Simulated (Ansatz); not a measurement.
# FeO under changes of volume

One of the cells (10.695 Å³/atom); the others are scaled copies at fixed shape and fractional positions:

```
Fe O
1.0
    -1.60210    1.60210    2.08339
     1.60210   -1.60210    2.08339
     1.60210    1.60210   -2.08339
Fe O
1 1
Cartesian
  0.0000 0.0000 0.0000
  0.0000 0.0000 2.0834
```

The cell comes from a database or a generator and needn't be the stable form of this composition.

- Program: Ansatz 0.2.0
- Functional: LDA
- Potentials or basis: all-electron LAPW, scalar-relativistic
- Cutoff: 375 eV (chosen from the basis error)
- Basis error allowed: 0.001 eV/atom
- k mesh: 12 × 12 × 12
- Occupations: fermi-dirac, width 0.05 eV
- Spin: collinear spin, ferromagnetic start
- Starting moments: [3.0, 0.0] μB

```tsv
volume (Å³/atom)	energy over the lowest point (meV/atom)	pressure (GPa)	moment (μB per cell)
10.053	0.00	-14.4	3.97
10.267	21.17	-17.4	3.99
10.481	46.16	-20.1	4.00
10.695	74.65	-22.5	4.00
10.909	106.26	-24.7	4.00
11.123	140.61	-26.6	4.00
11.337	?	?	?
```

Question: What does the run at 11.337 Å³/atom give?

Answer: Energy over the lowest point 177.37 meV/atom; pressure -28.2 GPa; moment 4.00 μB per cell.

Worked out: A Birch-Murnaghan fit of order 3 (a polynomial in V^(-2/3)) to the other rows has no minimum within the range. It gives 177.47 meV/atom at 11.337 Å³/atom, against the run's 177.37, and -dE/dV = -28.5 GPa, against -28.2. A parabola through the other rows of the moment, of slope -0.0577 μB per Å³/atom there, extrapolates to 3.99 μB, against the run's 4.00.

Energies are extrapolated to zero smearing.

Caveats: a cell with one magnetic atom can't hold antiferromagnetic order, which such compounds often take.
